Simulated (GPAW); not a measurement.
# GaAs (F-43m) in GPAW: notebook

Aim: see how the results for GaAs move with the level of theory and the settings. Levels: LDA, PBEsol+D3(BJ)+ATM. Tasks: Wannier functions, piezoelectric tensor.

All numbers are computed with GPAW 26.7.0; they aren't measurements. Logs are shortened: lines on timing, memory, paths and dates and some standing lists are left out, and cuts for length are marked. The log counts tension as positive stress, the text compression.

**Measured values to compare with.**

From “Evidence of valence band perturbations in GaAsN/GaAs(001): A combined variable-angle spectroscopic ellipsometry and modulated photoreflectance investigation”, 2008, arxiv:0805.2212, for a bulk crystal of GaAs at 300 K: band gap 1.418 ± 0.005 eV (direct).

The runs below are set against these values where they give the same quantity.

### Step 1. The structure

Symmetry: F-43m, No. 216, cubic system. The conventional cell has a = 5.654 Å, b = 5.654 Å, c = 5.654 Å, α = 90.00°, β = 90.00°, γ = 90.00°. As (site symmetry -43m) is surrounded by 4 Ga at 2.45 Å. Ga (site symmetry -43m) is surrounded by 4 As at 2.45 Å.

### Step 2. Wannier functions, LDA

run.py reads:

```python
import json
import numpy as np
from ase import Atoms
from ase.dft.bandgap import bandgap
from ase.dft.wannier import Wannier
from ase.io import write
from ase.units import GPa
from gpaw import GPAW, PW, setup_paths

setup_paths.insert(0, '.')

atoms = Atoms(['As', 'Ga'],
              cell=[[0.0, 2.82685, 2.82685],
                    [2.82685, 0.0, 2.82685],
                    [2.82685, 2.82685, 0.0]],
              scaled_positions=[[0.75, 0.75, 0.75],
                                [0.0, 0.0, 0.0]],
              pbc=True)

calc = GPAW(mode=PW(600),
            xc='LDA',
            kpts={'size': (8, 8, 8), 'gamma': True},
            occupations={'name': 'fermi-dirac', 'width': 0.05},
            nbands=11,
            convergence={'density': 1e-05, 'energy': 1e-05},
            maxiter=150,
            txt='gpaw.txt')
atoms.calc = calc
energy = atoms.get_potential_energy()
forces = atoms.get_forces()
stress = atoms.get_stress()
calc.write('gs.gpw')
write('result.traj', atoms)
print(f'Energy: {energy:.6f} eV')
print('Forces (eV/A):')
print(forces.round(4))
print('Stress (GPa):', (stress / GPa).round(3))
print('Fermi level:', round(calc.get_fermi_level(), 4), 'eV')
print(f'Gap: {bandgap(calc)[0]:.4f} eV, direct: {bandgap(calc, direct=True)[0]:.4f} eV')

nocc = int(round(calc.get_number_of_electrons() / 2))
full = calc.fixed_density(kpts={'size': (5, 5, 5), 'gamma': True}, symmetry='off', nbands=nocc + 6,
                          convergence={'bands': nocc}, txt='full.txt')
wan, values = None, []
for seed in range(6):  # several starts, since the search can end in a local maximum
    trial = Wannier(nwannier=nocc, calc=full, nbands=nocc, functional='std',
                    initialwannier='random' if seed == 0 else 'random', rng=np.random.RandomState(seed))
    trial.localize(tolerance=1e-6)
    values.append(trial.get_functional_value())
    print(f'start {seed}: functional {values[-1]:.5f}', flush=True)
    if values[-1] == max(values):
        wan = trial
wan.localize(step=0.1, tolerance=1e-8)
wan.translate_all_to_cell((0, 0, 0))
centres, spreads = wan.get_centers(), wan.get_spreads()
for x, s in zip(centres, spreads):
    d = np.linalg.norm(atoms.repeat(3).positions - atoms.cell.sum(0) - x, axis=1)
    print(x.round(4), f'spread {s:.4f} A^2, nearest {atoms[d.argmin() % len(atoms)].symbol} at {d.min():.3f} A')
onsite = wan.get_hopping((0, 0, 0)).diagonal().real
print('On-site energies:', onsite.round(4))
json.dump({'centres': centres.tolist(), 'spreads': spreads.tolist(), 'onsite': onsite.tolist(), 'values': values},
          open('wannier.json', 'w'))
```

Potentials or basis: PAW data sets generated in the run's folder for this functional, pw.

Run with:

```
> gpaw-setup -f LDA As Ga
> OMP_NUM_THREADS=1 python run.py
```

gpaw.txt:

```text
__  _  _
 | _ |_)|_||  |
 |__||  | ||/\| - 26.7.0

Input parameters:
  mode=PW(ecut=600.0),
  convergence={'density': 1e-05, 'energy': 1e-05},
  kpts=MonkhorstPack(size=(8, 8, 8), gamma=True),
  maxiter=150,
  nbands=11,
  occupations=Occupations(name='fermi-dirac', width=0.05),
  xc=XC(name='LDA')

Diagonalizing LCAO Hamiltonian
Converting LCAO to pw mode

                    As

       Ga

Atoms  # Å, Bohr magnetons
|   | symbol |        x |        y |        z |    initial magnetic moments |
|---|--------|----------|----------|----------|-----------------------------|
| 0 |     As | 4.240275 | 4.240275 | 4.240275 | ( 0.0000,  0.0000,  0.0000) |
| 1 |     Ga | 0.000000 | 0.000000 | 0.000000 | ( 0.0000,  0.0000,  0.0000) |

Unit cell  # Å
| periodic |        x |        y |        z |  lengths |    angles |
|----------|----------|----------|----------|----------|-----------|
|      yes | 0.000000 | 2.826850 | 2.826850 | 3.997770 | 60.000000 |
|      yes | 2.826850 | 0.000000 | 2.826850 | 3.997770 | 60.000000 |
|      yes | 2.826850 | 2.826850 | 0.000000 | 3.997770 | 60.000000 |

Number of symmetries: 24
Symmetry operations  # r_c * U_cc + t_c -> r_c
|    | kind |            matrix            |
|----|------|------------------------------|
|  0 |  E   |  1, 0, 0,  0, 1, 0,  0, 0, 1 |
|  1 |  σ   |  1, 0, 0,  0, 0, 1,  0, 1, 0 |
|  2 |  σ   |  1, 0,-1,  0, 1,-1,  0, 0,-1 |
|  3 |  C3  |  1, 0,-1,  0, 0,-1,  0, 1,-1 |
|  4 |  C3  |  1,-1, 0,  0,-1, 1,  0,-1, 0 |
|  5 |  σ   |  1,-1, 0,  0,-1, 0,  0,-1, 1 |
|  6 |  σ   |  0, 1, 0,  1, 0, 0,  0, 0, 1 |
|  7 |  C3  |  0, 1, 0,  0, 0, 1,  1, 0, 0 |
|  8 |  C2  |  0, 1,-1,  1, 0,-1,  0, 0,-1 |
|  9 |  S4  |  0, 1,-1,  0, 0,-1,  1, 0,-1 |
| 10 |  C3  |  0, 0, 1,  1, 0, 0,  0, 1, 0 |
| 11 |  σ   |  0, 0, 1,  0, 1, 0,  1, 0, 0 |
| 12 |  S4  |  0, 0,-1,  1, 0,-1,  0, 1,-1 |
| 13 |  C3  |  0, 0,-1,  0, 1,-1,  1, 0,-1 |
| 14 |  S4  |  0,-1, 1,  1,-1, 0,  0,-1, 0 |
| 15 |  C2  |  0,-1, 1,  0,-1, 0,  1,-1, 0 |
| 16 |  C3  |  0,-1, 0,  1,-1, 0,  0,-1, 1 |
| 17 |  S4  |  0,-1, 0,  0,-1, 1,  1,-1, 0 |
| 18 |  S4  | -1, 1, 0, -1, 0, 1, -1, 0, 0 |
| 19 |  C3  | -1, 1, 0, -1, 0, 0, -1, 0, 1 |
| 20 |  C3  | -1, 0, 1, -1, 1, 0, -1, 0, 0 |
| 21 |  S4  | -1, 0, 1, -1, 0, 0, -1, 1, 0 |
| 22 |  σ   | -1, 0, 0, -1, 1, 0, -1, 0, 1 |
| 23 |  C2  | -1, 0, 0, -1, 0, 1, -1, 1, 0 |

BZ-sampling:
  Number of BZ points: 512
  Number of IBZ points: 29

  Monkhorst-Pack size: [8, 8, 8]
  Monkhorst-Pack shift: [0.0625, 0.0625, 0.0625]

K-points  # in reciprocal-cell coordinates
|     |                                coordinates |     weight |
|-----|--------------------------------------------|------------|
|   0 | (  0.00000000,   0.00000000,   0.00000000) | 0.00195312 |
|   1 | (  0.12500000,   0.12500000,   0.00000000) | 0.01171875 |
|   2 | (  0.12500000,   0.12500000,   0.12500000) | 0.01562500 |
|   3 | (  0.25000000,   0.12500000,   0.12500000) | 0.02343750 |
|   4 | (  0.25000000,   0.25000000,   0.00000000) | 0.01171875 |
|   5 | (  0.25000000,   0.25000000,   0.12500000) | 0.04687500 |
|   6 | (  0.25000000,   0.25000000,   0.25000000) | 0.01562500 |
|   7 | (  0.37500000,   0.25000000,  -0.37500000) | 0.04687500 |
|   8 | (  0.37500000,   0.25000000,   0.12500000) | 0.04687500 |
|   9 | (  0.37500000,   0.25000000,   0.25000000) | 0.04687500 |
| ... |                                            |            |
|  28 | (  0.50000000,   0.50000000,   0.50000000) | 0.00781250 |

Plane wave coefficients: 1540
Cutoff: 600.0 eV

Spin-components: 1 (collinear spins)
Bands:           11
Projectors:      10
Spin-degeneracy: 2
Datatype:        complex128

Parallelization:
  kpt:    1
  domain: 1
  band:   1

Density:
  Valence electrons: 8.0
  Components: 1
  Grid points: [24 24 24]
  Charge: 0.0  # |e|

Potential:
  Grid points: [24 24 24]

species:
  As:
    name:    Arsenic
    Z:       33.0
    valence: 5
    core:    28
    charge:  0.0  # [|e|]
    compensation charges:
      type: gauss
      rc: 0.33  # [Å]
      lmax: 2
    cutoffs:
      filter: 1.87  # [Å]
      core: 2.96  # [Å]
    projectors
    | kind |    occ | energy [eV] | rcut [Å] |
    |------|--------|-------------|----------|
    |   4s |  2.000 |     -14.692 |    1.058 |
    |   4p |  3.000 |      -5.342 |    1.058 |
    |    s |        |      12.520 |    1.058 |
    |    p |        |      21.869 |    1.058 |
    |    d |        |       0.000 |    1.058 |

    Using partial waves for As as LCAO basis

  Ga:
    name:    Gallium
    Z:       31.0
    valence: 3
    core:    28
    charge:  0.0  # [|e|]
    compensation charges:
      type: gauss
      rc: 0.37  # [Å]
      lmax: 2
    cutoffs:
      filter: 2.06  # [Å]
      core: 4.17  # [Å]
    projectors
    | kind |    occ | energy [eV] | rcut [Å] |
    |------|--------|-------------|----------|
    |   4s |  2.000 |      -9.167 |    1.164 |
    |   4p |  1.000 |      -2.734 |    1.164 |
    |    s |        |      18.045 |    1.164 |
    |    p |        |      24.478 |    1.164 |
    |    d |        |       0.000 |    1.164 |

    Using partial waves for Ga as LCAO basis

Reference energy: -114227.963912  # eV

eigensolver:
  PPCG
  Converge bands: occupied
  niter=2

density mixing:
  MSR1-Mixer
  Pratt-step length: 0.05
  Maximum mixing coefficient: 0.75
  Old densities: 10
  SVD Regularization: 0.005
  Good broyden scale: 1.0
  Trust region scale: 1.0
  Backstep threshold: 4.0
  History deletion threshold: 6.0
  Fourier metric: weight=20.0, sigma=0.015

occupation numbers:
  Fermi-Dirac:
    width: 0.0500  # eV

poisson solver:
  ecut: 4800.0  # eV

xc functional:
  name: None

convergence criteria:
- Maximum integral of absolute [dens]ity change: 1e-05 electrons / valence electron
- Maximum [total energy] change in last 3 cyles: 1e-05 eV / valence electron
- Maximum integral of absolute [eigenst]ate change: 4e-08 eV^2 / valence electron
maximum number of iterations: 150

SCF iterations
|iter     | |      energy | eigst |  dens |
|---------|-|-------------|-------|-------|
|iter:   1| |   -9.747547 | -0.64 |       |
|iter:   2| |   -9.725593 | -3.02 | -0.90 |
|iter:   3| |   -9.612105 | -2.32 | -0.93 |
|iter:   4| |   -9.610044 | -3.83 | -1.55 |
|iter:   5| |   -9.609877 | -4.98 | -2.11 |
|iter:   6| |   -9.609874 | -6.07 | -2.88 |
|iter:   7| |   -9.609874c| -7.76c| -3.61 |
|iter:   8| |   -9.609874c| -7.95c| -4.08 |
|iter:   9| |   -9.609874c| -8.95c| -5.53c|

Converged in 9 steps
Energy contributions relative to reference atoms: (reference = -114227.963912)

Energy contributions:
  Kinetic:          26.367401
  Coulomb:         -23.548532
  Zero:              0.021294
  External:          0.000000
  Xc:              -12.449994
  Entropy:          -0.000086
  Spinorbit:         0.000000
  ----------------------------
  Free energy:      -9.609917
  Extrapolated:     -9.609874

dipole moment: (-11.048920, -11.048920, -11.048920)  # |e|*Ang

Fermi level: 4.822
Eigenvalues  # (at kpt = [0.000, 0.000, 0.000])
| band index |      eig [eV] | occ [0-2] |
|------------|---------------|-----------|
|          0 |        -8.142 |     2.000 |
|          1 |         4.611 |     1.971 |
|          2 |         4.611 |     1.971 |
|          3 |         4.611 |     1.971 |
|          4 |         4.973 |     0.092 |
|          5 |         8.335 |     0.000 |
|          6 |         8.335 |     0.000 |
|          7 |         8.335 |     0.000 |
|          8 |        12.021 |     0.000 |
|          9 |        14.769 |     0.000 |
|         10 |        14.770 |     0.000 |

Gap: 0.362 eV
Transition (v -> c):
  (s=0, k=0, n=3, [0.00, 0.00, 0.00]) -> (s=0, k=0, n=4, [0.00, 0.00, 0.00])
No difference between direct/indirect transitions

Forces  # eV/Ang
|       x |        y |       z |
|---------|----------|---------|
| 0.00000 | -0.00000 | 0.00000 |  # As   0
| 0.00000 | -0.00000 | 0.00000 |  # Ga   1

Stress tensor  # eV/Ang^3
|        x |        y |        z |
|----------|----------|----------|
| 0.005407 | 0.000000 | 0.000000 |
| 0.000000 | 0.005407 | 0.000000 |
| 0.000000 | 0.000000 | 0.005407 |

# Writing to gs.gpw (mode='')
```

Run time: 2.6 min. Hardware: 1 thread of Arm Neoverse V1, shared host; peak memory 0.24 GiB.

What came out:

| Item | Value |
| --- | --- |
| Free energy | -9.6099 eV |
| Pressure | -0.9 GPa |
| Band gap on the k mesh | 0.36 eV, direct |
| Total Wannier spread | 8.21 Å² over 4 functions |

Wannier centres (Å) and spreads (Å²):
```csv
function,x,y,z,spread
1,3.687,3.687,4.784,2.052
2,4.784,4.784,4.784,2.052
3,4.784,3.687,3.687,2.052
4,3.687,4.784,3.687,2.052
```

[end of part 1 of 2]
